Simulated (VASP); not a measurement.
Wanted: the native input for a VASP 6.6.1 run.

* Task: single point
* Functional: PBEsol
* Potentials or basis: VASP PAW PBE potentials, release 64 (V_sv, H)
* Cutoff: 520 eV
* k mesh: 20 × 20 × 20
* Occupations: gaussian, width 0.15 eV
* Spin: no spin polarisation
* Dipole correction: no
* Further INCAR settings: ALGO = Fast; EDIFF = 1e-07; NBANDS = 14

The structure of VH lies in POSCAR:

```
VH
1.0
    0.0000000000      1.9637535800      1.8655659010
    1.9637535800      0.0000000000      1.8655659010
    1.9637535800      1.9637535800      0.0000000000
V H
1 1
Direct
    0.0000000000      0.0000000000      0.0000000000
    0.5000000000      0.5000000000      0.5000000000
```

The cell comes from a database or a generator and needn't be the stable form of this composition.

The cell isn't the ideal one: strain +0.000 along x and y, -0.050 along z, atoms carried along.

These files were run (other wordings do the same):

INCAR

```
PREC = Accurate ; ENCUT = 520
EDIFF = 1E-7 ; ISMEAR = 0
SIGMA = 0.15 ; LREAL = False
LASPH = True ; NELM = 100
ALGO = Fast ; ISIF = 2
LWAVE = False ; LCHARG = False
GGA = PS ; NBANDS = 14
```

KPOINTS

```
regular mesh
0
Gamma
  20 20 20
```

Potentials or basis: VASP PAW PBE potentials, release 64 (V_sv, H).

Run with:

```console
$ cat potpaw_PBE.64/V_sv/POTCAR potpaw_PBE.64/H/POTCAR > POTCAR
$ mpirun -np 1 vasp_std > vasp.out
```

It gave:

```json
{"Pressure": "7.4 GPa", "Band gap on the k mesh": "none (metal or under the smearing width)"}
```

Caveat: the PAW data sets were made with another functional, which shifts forces and pressure a little.

Run time: 67 s on 1 thread of Intel(R) Xeon(R) Platinum 8559C (Emerald Rapids) (shared host), peak memory 0.24 GiB.
